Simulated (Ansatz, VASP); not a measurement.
# One calculation of CdS (Hawleyite), two programs

Contents of INCAR:

```
SYSTEM = CdS
PREC     = Accurate       ! precision mode
ENCUT    = 520            ! plane-wave cutoff, eV
EDIFF    = 1E-6           ! SCF threshold, eV
ISMEAR   = -1             ! smearing method
SIGMA    = 0.02           ! smearing width, eV
LREAL    = .False.        ! projectors in reciprocal space
LASPH    = .True.         ! aspherical terms in the spheres
NELM     = 80             ! most SCF steps
ALGO     = Normal         ! electronic algorithm
ISIF     = 2              ! what is computed and relaxed
LWAVE    = .False.        ! write WAVECAR
LCHARG   = .False.        ! write CHGCAR
GGA      = PE             ! functional
NBANDS   = 16             ! bands
```

KPOINTS

```
Automatic mesh
0
Gamma
  8 8 8
  0 0 0
```

POSCAR

```
CdS
1.0
    0.0000000000      2.9392138922      2.9392138922
    2.9392138922      0.0000000000      2.9392138922
    2.9392138922      2.9392138922      0.0000000000
Cd S
1 1
Direct
    0.0000000000      0.0000000000      0.0000000000
    0.2500000000      0.2500000000      0.2500000000
```

Input for Ansatz:

```yaml
crystal:
  lattice:
    - [0.0, 2.9392138922, 2.9392138922]
    - [2.9392138922, 0.0, 2.9392138922]
    - [2.9392138922, 2.9392138922, 0.0]
  atoms:
    - { symbol: Cd, position: [0.0, 0.0, 0.0] }
    - { symbol: S, position: [0.25, 0.25, 0.25] }
kpoints:
  mp_grid: { grid: [8, 8, 8] }
  band_path:
    path:
      - [[0.0, 0.0, 0.0], [-0.5, -0.5, -7.627766391577e-34], [-0.375, -0.375, 0.25]]
      - [[-0.375, -4.951940465496e-17, 0.375], [0.0, 0.0, 0.0], [-3.921381126168e-18, -3.921381126168e-18, 0.5], [-0.5, -0.25, 0.25], [-0.5, -0.5, -7.627766391577e-34]]
    npoints: 10
hamiltonian:
  xc: pbe
scf:
  occupations: { method: fermi_dirac, width: 0.02 }
  n_extra_bands: 4
output:
  forces: true
  stress: true
  eigenvalues: true
```

Alike in both runs: task single point; functional PBE; k mesh 8 × 8 × 8; occupations fermi-dirac, width 0.02 eV; no spin polarisation.

|  | VASP | Ansatz |
| --- | --- | --- |
| version | VASP 6.6.1 | Ansatz 0.2.0 |
| potentials or method | VASP PAW PBE potentials, release 64 (Cd, S) | plane waves, PAW |
| plane-wave cutoff (eV) | 520 | 420 |
| valence electrons in the cell | 18 | 26 |

```tsv
	VASP	Ansatz	Ansatz less VASP
gap on the k mesh at the Fermi level (eV)	1.10	1.10	-0.003
pressure (GPa)	1.7	1.4	-0.32
```

The two sets of potentials don't hold the same shells in valence.

PBE gaps usually lie below the measured ones, often by a third to a half.
